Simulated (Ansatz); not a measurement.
SnTe built on the rocksalt prototype was relaxed with r2SCAN, strained in 3 ways (changes of length per length), its atoms relaxed again with r2SCAN, and run with r2SCAN in the plane-wave code Ansatz. Calculated for a static, non-magnetic cell.

Epitaxial -5.44 % in the plane normal to [111], free normal strain +5.48 %. Input:
```yaml
crystal:
  lattice:
    - [0.232101406, 3.2479318854, 3.2479318854]
    - [3.2479318854, 0.232101406, 3.2479318854]
    - [3.2479318854, 3.2479318854, 0.232101406]
  atoms:
    - { symbol: Sn, position: [0.0, 0.0, 0.0] }
    - { symbol: Te, position: [0.5, 0.5, 0.5] }
kpoints:
  mp_grid: { grid: [8, 8, 8] }
  band_path:
    path:
      - [0.0, 0.0, 0.0]
      - [0.5, 0.0, 0.5]
      - [0.625, 0.25, 0.625]
      - [0.375, 0.375, 0.75]
      - [0.5, 0.5, 0.5]
      - [0.5, 0.25, 0.75]
    npoints: 1
hamiltonian:
  xc: r2scan
scf:
  occupations: { method: fermi_dirac, width: 0.02 }
  n_extra_bands: 4
output:
  forces: true
  stress: true
  eigenvalues: true
```

Main results, then levels in eV from the Fermi energy at the points of the path (names of the unstrained zone, bands numbered from 0):
```
Crystal: 2 atoms, lattice volume = 61.192 Å³
Basis set: ecut = 500 eV, 1581 PW (Γ)
Symmetry: 12 space group operations
Space group: R-3m (ITA 166)
k-points: 65 of 512
Free energy (F): -13033.906461 eV
Fermi energy:    9.973989 eV
--- Stress (GPa, compression-positive) ---
        2.230430      -1.080645      -1.080645
       -1.080645       2.230430      -1.080645
       -1.080645      -1.080645       2.230430
  P = ⅓ Tr σ = 2.2304 GPa (22.304 kbar)
```
```tsv
point	band_11	band_12	band_13	band_14	band_15	band_16	band_17
Γ	-4.672	-3.183	-2.020	-2.020	3.529	3.529	3.932
X	-6.672	-6.010	-4.462	-3.689	2.430	5.061	5.278
U	-7.916	-5.597	-3.198	-2.812	3.242	3.378	4.350
K	-7.916	-5.597	-3.198	-2.812	3.242	3.378	4.350
L	-9.147	-1.632	-1.632	0.917	0.917	0.922	0.930
W	-7.724	-5.220	-5.188	-0.959	0.870	4.853	5.197
```

r2SCAN gives no gap: the lowest nominally empty band dips 0.94 eV below the top of the last filled one (its bottom at k = (1/8, -1/2, -1/8), the top at L), so the cell is a metal or semimetal at this level. The mean pressure at these positions is +2.23 GPa, compression counted positive.

Biaxial +4.29 % in x and y, z held. These blocks change:
```yaml
crystal:
  lattice:
    - [0.0, 3.3261522916, 3.1893300331]
    - [3.3261522916, 0.0, 3.1893300331]
    - [3.3261522916, 3.3261522916, 0.0]
  atoms:
    - { symbol: Sn, position: [0.0, 0.0, 0.0] }
    - { symbol: Te, position: [0.5, 0.5, 0.5] }
scf:
  occupations: { method: fixed }
  n_extra_bands: 4
```

```
Crystal: 2 atoms, lattice volume = 70.569 Å³
Basis set: ecut = 500 eV, 1811 PW (Γ)
Symmetry: 16 space group operations
Space group: I4/mmm (ITA 139)
k-points: 59 of 512
Free energy (F): -13033.899638 eV
Fermi energy:    7.829602 eV
--- Stress (GPa, compression-positive) ---
       -4.229556       0.000000       0.000000
        0.000000      -4.229556       0.000000
        0.000000       0.000000      -0.444691
  P = ⅓ Tr σ = -2.9679 GPa (-29.679 kbar)
```
```tsv
point	band_11	band_12	band_13	band_14	band_15	band_16	band_17
Γ	-5.033	-2.284	-1.834	-1.834	3.013	3.013	3.997
X	-6.430	-4.936	-3.574	-3.105	2.987	4.230	5.281
U	-7.266	-4.566	-2.876	-2.389	2.696	3.433	4.739
K	-7.222	-4.709	-2.982	-2.627	2.961	3.076	4.518
L	-8.031	-1.687	-1.619	0.000	0.290	0.554	0.757
W	-7.159	-4.421	-4.300	-0.959	0.967	4.686	5.071
```

The r2SCAN gap is direct at L: 0.29 eV. With the atoms held, the mean pressure is -2.97 GPa (compression positive).

Uniaxial +5.16 % along [111], other directions held. These blocks change:
```yaml
crystal:
  lattice:
    - [0.1097129531, 3.2990429863, 3.2990429863]
    - [3.2990429863, 0.1097129531, 3.2990429863]
    - [3.2990429863, 3.2990429863, 0.1097129531]
  atoms:
    - { symbol: Sn, position: [0.0, 0.0, 0.0] }
    - { symbol: Te, position: [0.5, 0.5, 0.5] }
```

```
Crystal: 2 atoms, lattice volume = 68.231 Å³
Basis set: ecut = 500 eV, 1743 PW (Γ)
Symmetry: 12 space group operations
Space group: R-3m (ITA 166)
k-points: 65 of 512
Free energy (F): -13033.948275 eV
Fermi energy:    8.409767 eV
--- Stress (GPa, compression-positive) ---
       -2.122027      -0.585606      -0.585606
       -0.585606      -2.122027      -0.585606
       -0.585606      -0.585606      -2.122027
  P = ⅓ Tr σ = -2.1220 GPa (-21.220 kbar)
```
```tsv
point	band_11	band_12	band_13	band_14	band_15	band_16	band_17
Γ	-5.056	-2.484	-2.027	-2.027	3.243	3.243	3.431
X	-6.647	-5.300	-3.785	-3.464	2.727	4.636	4.767
U	-7.509	-4.935	-3.009	-2.659	2.937	3.175	4.376
K	-7.509	-4.935	-3.009	-2.659	2.937	3.175	4.376
L	-8.425	-1.674	-1.674	0.186	0.483	0.684	0.684
W	-7.429	-4.603	-4.600	-0.973	0.882	4.703	4.870
```

With r2SCAN the bands overlap by 0.17 eV (counted from 1, band 15 peaks at L and band 16 bottoms out at L (0, 0, -1/2)): no gap. With the atoms held, the mean pressure is -2.12 GPa (compression positive).

No spin-orbit coupling is included; it can move band edges with weight on the heavy atoms by tenths of an eV.
